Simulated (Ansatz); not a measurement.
A (111) slab of relaxed bulk Rh (Fm-3m, 14.05 Å³/atom, gap on the mesh 0.00 eV), 3 planes in a 3×3 cell with the lowest 1 held; added atoms sit on lattice sites of the next plane. A dipole correction is on. The surface energy is the mean of the held and the free face; step energies are per length and the mean of the stripe's two steps, which run along the shortest translation of the plane; step and island energies count from the flat slab and bulk atoms.

Theory: DFT PBE, scalar-relativistic, plane waves, PAW (Ansatz).

Cutoff 420 eV; k points 4×4×1 on the computed 28-atom cell (Γ-centred); Gaussian smearing, width 0.10 eV; no spin polarisation.

Start (island of 1 atom):

```
Rh
1.0
     8.12461    0.00000    0.00000
    -4.06231    7.03612    0.00000
     0.00000    0.00000   18.63372
Rh
28
Direct
  0.00000 0.00000 0.08050
  0.11111 0.22222 0.19917
  0.22222 0.11111 0.31784
  0.00000 0.33333 0.08050
  0.11111 0.55556 0.19917
  0.22222 0.44444 0.31784
  0.00000 0.66667 0.08050
  0.11111 0.88889 0.19917
  0.22222 0.77778 0.31784
  0.33333 0.00000 0.08050
  0.44444 0.22222 0.19917
  0.55556 0.11111 0.31784
  0.33333 0.33333 0.08050
  0.44444 0.55556 0.19917
  0.55556 0.44444 0.31784
  0.33333 0.66667 0.08050
  0.44444 0.88889 0.19917
  0.55556 0.77778 0.31784
  0.66667 0.00000 0.08050
  0.77778 0.22222 0.19917
  0.88889 0.11111 0.31784
  0.66667 0.33333 0.08050
  0.77778 0.55556 0.19917
  0.88889 0.44444 0.31784
  0.66667 0.66667 0.08050
  0.77778 0.88889 0.19917
  0.88889 0.77778 0.31784
  0.33333 0.33333 0.43651
```

Give the relaxed structure and its energy.

The free energy falls by 20 meV/atom.

```
island energy (eV)   : 1.55
gap on the mesh (eV) : 0
```

Relaxed structure:
```xyz
28
Lattice="8.1246 0.0000 0.0000 -4.0623 7.0361 0.0000 0.0000 0.0000 18.6337" Properties=species:S:1:pos:R:3 pbc="T T T"
Rh    0.0000    0.0000    1.5000
Rh    0.0049    1.5664    3.6594
Rh    1.3541    0.7125    5.8600
Rh   -1.3541    2.3454    1.5000
Rh   -1.3507    3.9070    3.6428
Rh   -0.0600    3.1618    5.8600
Rh   -2.7082    4.6907    1.5000
Rh   -2.7082    6.2583    3.6428
Rh   -1.3526    5.4734    5.7952
Rh    2.7082    0.0000    1.5000
Rh    2.7033    1.5664    3.6594
Rh    4.0581    0.7842    5.8182
Rh    1.3541    2.3454    1.5000
Rh    1.3541    3.9033    3.6594
Rh    2.7682    3.1618    5.8600
Rh    0.0000    4.6907    1.5000
Rh    0.0040    6.2566    3.6604
Rh    1.3541    5.4676    5.8182
Rh    5.4164    0.0000    1.5000
Rh    5.4164    1.5590    3.6604
Rh    6.7747    0.7842    5.8182
Rh    4.0623    2.3454    1.5000
Rh    4.0589    3.9070    3.6428
Rh    5.4164    3.1255    5.7952
Rh    2.7082    4.6907    1.5000
Rh    2.7042    6.2566    3.6604
Rh    4.0608    5.4734    5.7952
Rh    1.3541    2.3454    7.7448
```

Small energy differences in metals hang on the k mesh (about 10 mJ/m² or 1 to 2 meV/atom on the mesh of the relaxation).

Time: 5 min on 8 threads of Arm Neoverse N1 (shared host), peak memory 4.4 GiB.